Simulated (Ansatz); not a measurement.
Runs of Ansatz 0.2.0 on TiTe. It takes space group Pm-3m (No. 221, cubic). Conventional cell: a = 3.631 Å, b = 3.631 Å, c = 3.631 Å, α = 90.00°, β = 90.00°, γ = 90.00°. Around Ti (site symmetry m-3m) lie 8 Te at 3.14 Å. Te (site symmetry m-3m) has 8 Ti at 3.14 Å as nearest neighbours. The cell comes from a database or a generator and needn't be the stable form of this composition.

```tsv
level	spin	U	hubbard projectors	double counting	gap on the mesh (eV)	pressure (GPa)
LDA	off	-	-	-	none	-16.1
LDA+U	off	Ti d U = 3 eV	ortho-atomic (the default)	fll (the default)	none	(b)
LDA+U	off	Ti d U = 4 eV	ortho-atomic (the default)	fll (the default)	none	(a)
PBEsol	SOC, no magnetisation	-	-	-	none	-14.2
LDA+U	off	Ti d U = 2 eV	ortho-atomic (the default)	fll (the default)	none	-14.3
PBEsol	off	-	-	-	none	-14.3
LDA+U	off	Ti d U = 6 eV	ortho-atomic (the default)	fll (the default)	none	-8.5
LDA+U	off	Ti d U = 1 eV	ortho-atomic (the default)	fll (the default)	none	-15.3
```

Alike in all rows: task band structure; potentials or basis Ansatz PAW; cell as given; k mesh 7 × 7 × 7; cutoff (eV) 420; smearing fermi-dirac 0.05 eV.

Task: Estimate the missing entries.

Result: (a) -11.8; (b) -13.1.

Caveats: the PAW data sets come from PBE, with cores solved anew for the run's functional, which leaves a small shift of forces and pressure; spin-orbit coupling is left out, which moves the levels of the heavy elements (some runs); U without spin polarisation on a metal has little footing (some runs); the U is typed as a test and isn't derived for this compound (some runs).

A k mesh can miss the band edges, and rows without SOC leave out spin-orbit coupling on Te.

A gap of «none» marks a metal or a gap under the smearing width.
